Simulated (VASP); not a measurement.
# Ag (Fm-3m) in VASP: notebook

One crystal, Ag, is run at these levels: PBE; tasks: single point.

Program: VASP 6.6.1. These are calculated values, not measurements. Logs are shortened: lines on timing, memory, paths and dates and some standing lists are left out, and cuts for length are marked.

## 1. The structure

Symmetry: Fm-3m, No. 225, cubic system. Conventional cell: a = 4.085 Å, b = 4.085 Å, c = 4.085 Å, α = 90.00°, β = 90.00°, γ = 90.00°. Around Ag (site symmetry m-3m) lie 12 Ag at 2.89 Å.

## 2. Single point, PBE

The input, INCAR:

```
SYSTEM = Ag
  PREC = Accurate
  ENCUT = 450
  EDIFF = 1E-7
  ISMEAR = 0
  SIGMA = 0.1
  LREAL = .False.
  LASPH = .True.
  NELM = 100
  ALGO = Fast
  ISIF = 2
  LWAVE = .False.
  LCHARG = .False.
  GGA = PE
  NBANDS = 12
```

The input, KPOINTS:

```
regular mesh
0
Gamma
  12 12 12
  0 0 0
```

The input, POSCAR:

```
Ag
1.0
    0.0000000000      2.0427500000      2.0427500000
    2.0427500000      0.0000000000      2.0427500000
    2.0427500000      2.0427500000      0.0000000000
Ag
1
Direct
    0.0000000000      0.0000000000      0.0000000000
```

Potentials or basis: VASP PAW PBE potentials, release 64 (Ag).

Run with:

```
cat potpaw_PBE.64/Ag/POTCAR > POTCAR
mpirun -np 1 vasp_std > vasp.out
```

OUTCAR:

```text
SYSTEM = Ag
   PREC = Accurate
   ENCUT = 450
   EDIFF = 1E-7
   ISMEAR = 0
   LREAL = .False.
   LASPH = .True.
   NELM = 100
   ISIF = 2
   GGA = PE

 ion  position               nearest neighbor table
   1  0.000  0.000  0.000-

  LATTYP: Found a face centered cubic cell.
 ALAT       =     4.0855000000

  Lattice vectors:

 A1 = (   0.0000000000,   2.0427500000,   2.0427500000)
 A2 = (   2.0427500000,   0.0000000000,   2.0427500000)
 A3 = (   2.0427500000,   2.0427500000,   0.0000000000)

Analysis of symmetry for initial positions (statically):
=====================================================================
 Subroutine PRICEL returns:
 Original cell was already a primitive cell.

 Routine SETGRP: Setting up the symmetry group for a
 face centered cubic supercell.

 Subroutine GETGRP returns: Found 48 space group operations
 (whereof 48 operations were pure point group operations)
 out of a pool of 48 trial point group operations.

The static configuration has the point symmetry O_h .

Analysis of symmetry for dynamics (positions and initial velocities):
=====================================================================
 Subroutine PRICEL returns:
 Original cell was already a primitive cell.

 Routine SETGRP: Setting up the symmetry group for a
 face centered cubic supercell.

 Subroutine GETGRP returns: Found 48 space group operations
 (whereof 48 operations were pure point group operations)
 out of a pool of 48 trial point group operations.

The dynamic configuration has the point symmetry O_h .

 Subroutine INISYM returns: Found 48 space group operations
 (whereof 48 operations are pure point group operations),
 and found     1 'primitive' translations

----------------------------------------------------------------------------------------

                                     Primitive cell

  volume of cell :      17.0481

  direct lattice vectors                    reciprocal lattice vectors
     0.000000000  2.042750000  2.042750000    -0.244768082  0.244768082  0.244768082
     2.042750000  0.000000000  2.042750000     0.244768082 -0.244768082  0.244768082
     2.042750000  2.042750000  0.000000000     0.244768082  0.244768082 -0.244768082

  length of vectors
     2.888884755  2.888884755  2.888884755     0.423950755  0.423950755  0.423950755

  position of ions in fractional coordinates (direct lattice)
     0.000000000  0.000000000  0.000000000

  ion indices of the primitive-cell ions
   primitive index   ion index
                 1           1

----------------------------------------------------------------------------------------

 KPOINTS: regular mesh

Automatic generation of k-mesh.
 Grid dimensions read from file:
 generate k-points for:   12   12   12

 Generating k-lattice:

  Cartesian coordinates                     Fractional coordinates (reciprocal lattice)
    -0.020397340  0.020397340  0.020397340     0.083333333  0.000000000  0.000000000
     0.020397340 -0.020397340  0.020397340     0.000000000  0.083333333  0.000000000
     0.020397340  0.020397340 -0.020397340     0.000000000  0.000000000  0.083333333

  Length of vectors
     0.035329230  0.035329230  0.035329230

  Shift w.r.t. Gamma in fractional coordinates (k-lattice)
     0.000000000  0.000000000  0.000000000

 Subroutine IBZKPT returns following result:
 ===========================================

 Found     72 irreducible k-points:

 Following reciprocal coordinates:
            Coordinates               Weight
  0.000000  0.000000  0.000000      1.000000
  0.083333  0.000000  0.000000      8.000000
  0.166667  0.000000  0.000000      8.000000
  0.250000  0.000000  0.000000      8.000000
  0.333333  0.000000  0.000000      8.000000
  0.416667  0.000000  0.000000      8.000000
[... 16 lines left out ...]
  0.500000  0.166667  0.000000     24.000000
 -0.416667  0.166667  0.000000     24.000000
 [... further k-points ...]
   k-points           NKPTS =     72   k-points in BZ     NKDIM =     72   number of bands    NBANDS=     12
   number of dos      NEDOS =    301   number of ions     NIONS =      1
   total plane-waves  NPLWV =   8000
   dimension x,y,z NGX =    20 NGY =   20 NGZ =   20
   dimension x,y,z NGXF=    40 NGYF=   40 NGZF=   40
   ions per type =               1
   NGX,Y,Z   is equivalent  to a cutoff of  11.51, 11.51, 11.51 a.u.
   NGXF,Y,Z  is equivalent  to a cutoff of  23.02, 23.02, 23.02 a.u.
 SYSTEM =  Ag
   PREC   = accura    normal or accurate (medium, high low for compatibility)
   ISTART =      0    job   : 0-new  1-cont  2-samecut
   ICHARG =      2    charge: 1-file 2-atom 10-const
   ISPIN  =      1    spin polarized calculation?
   LNONCOLLINEAR =      F non collinear calculations
   LSORBIT =      F    spin-orbit coupling
   LASPH  =      T    aspherical Exc in radial PAW
   ENCUT  =  450.0 eV  33.07 Ry    5.75 a.u.   5.00  5.00  5.00*2*pi/ulx,y,z
   NELM   =    100;   NELMIN=  2; NELMDL= -5     # of ELM steps
   EDIFF  = 0.1E-06   stopping-criterion for ELM
   LREAL  =      F    real-space projection
   EDIFFG = 0.1E-05   stopping-criterion for IOM
   NSW    =      0    number of steps for IOM
   IBRION =     -1    ionic relax: 0-MD 1-quasi-New 2-CG
   NFREE  =      0    steps in history (QN), initial steepest desc. (CG)
   ISIF   =      2    stress and relaxation
   ISYM   =      2    0-nonsym 1-usesym 2-fastsym
   POTIM  = 0.5000    time-step for ionic-motion
   TEBEG  =    0.0;   TEEND  =   0.0 temperature during run
   PSTRESS=    0.0 pullay stress
   NELECT =      11.0000    total number of electrons
   NUPDOWN=      -1.0000    fix difference up-down
   EMIN   =  10.00;   EMAX   =-10.00  energy-range for DOS
   EFERMI =   0.00;   METHOD = LEGACY
   ISMEAR =     0;   SIGMA  =   0.10  broadening in eV -4-tet -1-fermi 0-gaus
   EFERMI_NEDOS =   21; number of points for ismear=-14 and -15
   IALGO  =     68    algorithm
   IMIX   =      4    mixing-type and parameters
     AMIX     =   0.40;   BMIX     =  1.00
     AMIX_MAG =   1.60;   BMIX_MAG =  1.00
  volume/ion in A,a.u.               =      17.05       115.05
  Fermi-wavevector in a.u.,A,eV,Ry     =   1.414644  2.673290 27.228221  2.001218
  Thomas-Fermi vector in A             =   2.536165
   LORBIT       =      0    0 simple, 1 ext, 2 COOP (PROOUT), +10 PAW based schemes
   GGA     = PE    functional components
   LHFCALC =     F    Hartree Fock is set to
   AEXX    =    0.0000 exact exchange contribution
   IVDW    =     0    specifies the selected vdW correction
   LEPSILON=     F    determine dielectric tensor
   LRPA    =     F    only Hartree local field effects (RPA)
 non-spin polarized calculation
 RMM-DIIS sequential band-by-band and
 Gauss-broadening in eV      SIGMA  =   0.10
  energy-cutoff  :      450.00
  volume of cell :       17.05
 maximum number of plane-waves:       380
   NGX =  9   NGY =  9   NGZ =  9

 number of electron      11.0000005 magnetization

 Free energy of the ion-electron system (eV)
  ---------------------------------------------------
  ext. energy  EPLUGINS =         0.00000000
  ---------------------------------------------------
  free energy    TOTEN  =        -2.70257333 eV

  energy without entropy =       -2.70076473  energy(sigma->0) =       -2.70166903

 E-fermi :   8.3820     XC(G=0): -12.2102

 val. band max:        8.2386137394   @ k =   0.5000   0.3333   0.1667
 cond. band min:       8.4176340756   @ k =   0.5000   0.0833   0.0000
 fundamental gap:      0.1790203362
 Fermi energy:         8.3819787314

 k-point     1 :       0.0000    0.0000    0.0000
  band No.  band energies     occupation
      1       0.6634      2.00000
      2       3.6282      2.00000
      3       3.6282      2.00000
      4       3.6282      2.00000
      5       4.6629      2.00000
      6       4.6629      2.00000
      7      24.4574      0.00000
      8      28.0367      0.00000
      9      28.0367      0.00000
     10      28.0367      0.00000
     11      32.8415      0.00000
     12      33.9874      0.00000

 k-point     2 :       0.0833    0.0000    0.0000
  band No.  band energies     occupation
      1       0.8788      2.00000
      2       3.5808      2.00000
      3       3.6865      2.00000
      4       3.6865      2.00000
      5       4.6418      2.00000
      6       4.6418      2.00000
      7      24.4506      0.00000
      8      26.4480      0.00000
      9      28.1230      0.00000
     10      28.1230      0.00000
     11      32.5847      0.00000
     12      33.7095      0.00000

 k-point     3 :       0.1667    0.0000    0.0000
  band No.  band energies     occupation
      1       1.4585      2.00000
      2       3.5264      2.00000
      3       3.8036      2.00000
      4       3.8036      2.00000
      5       4.6358      2.00000
      6       4.6358      2.00000
      7      22.7297      0.00000
      8      25.3535      0.00000
      9      28.2610      0.00000
     10      28.2610      0.00000
     11      31.3698      0.00000
     12      32.7763      0.00000
[... 286 lines left out ...]
 k-point    23 :       0.5000    0.1667    0.0000
  band No.  band energies     occupation
      1       2.4351      2.00000
      2       3.3722      2.00000
      3       4.0168      2.00000
      4       4.2921      2.00000
      5       5.4858      2.00000
      6       9.0237      0.00000
      7      13.1466      0.00000
      8      21.9537      0.00000
      9      23.8290      0.00000
     10      24.8492      0.00000
     11      33.3965      0.00000
     12      33.4638      0.00000

 k-point    24 :      -0.4167    0.1667    0.0000
  band No.  band energies     occupation
      1       2.4725      2.00000
      2       3.3684      2.00000
      3       3.9714      2.00000
      4       4.4397      2.00000
      5       5.3220      2.00000
      6       9.5995      0.00000
      7      12.5278      0.00000
      8      21.1828      0.00000
      9      24.7515      0.00000
     10      24.8073      0.00000
     11      32.8507      0.00000
     12      33.0906      0.00000

 [... further k-points ...]

------------------------ aborting loop because EDIFF is reached ----------------------------------------

  FORCE on cell =-STRESS in cart. coord.  units (eV):
  Direction    XX          YY          ZZ          XY          YZ          ZX
  --------------------------------------------------------------------------------------
  -------------------------------------------------------------------------------------
  Total        0.5151461      0.5151461      0.5151461     -0.0000000     -0.0000000      0.0000000
  in kB       48.4133690     48.4133690     48.4133690     -0.0000000     -0.0000000      0.0000000
  external PRESSURE =      48.4133690 kB  Pullay stress =       0.0000000 kB

 VOLUME and BASIS-vectors are now :
 -----------------------------------------------------------------------------
  energy-cutoff  :      450.00
  volume of cell :       17.05
      direct lattice vectors                 reciprocal lattice vectors
     0.000000000  2.042750000  2.042750000    -0.244768082  0.244768082  0.244768082
     2.042750000  0.000000000  2.042750000     0.244768082 -0.244768082  0.244768082
     2.042750000  2.042750000  0.000000000     0.244768082  0.244768082 -0.244768082

 POSITION                                       TOTAL-FORCE (eV/Angst)
 -----------------------------------------------------------------------------------
      0.00000      0.00000      0.00000        -0.000000      0.000000     -0.000000
 -----------------------------------------------------------------------------------
    total drift:                                0.000000      0.000000      0.000000

  FREE ENERGIE OF THE ION-ELECTRON SYSTEM (eV)
  ---------------------------------------------------
  free  energy   TOTEN  =        -2.7025733287 eV

  energy  without entropy=       -2.7007647283  energy(sigma->0) =       -2.70166903
```

It took 4.8 s on 1 thread of Intel Xeon 6975P-C (Granite Rapids), shared host; peak memory 0.12 GiB.

What came out:

| Quantity | Value |
| --- | --- |
| Free energy | -2.7026 eV |
| Pressure | 4.8 GPa |
| Band gap on the k mesh | none (metal or under the smearing width) |

[end of part 1 of 2]
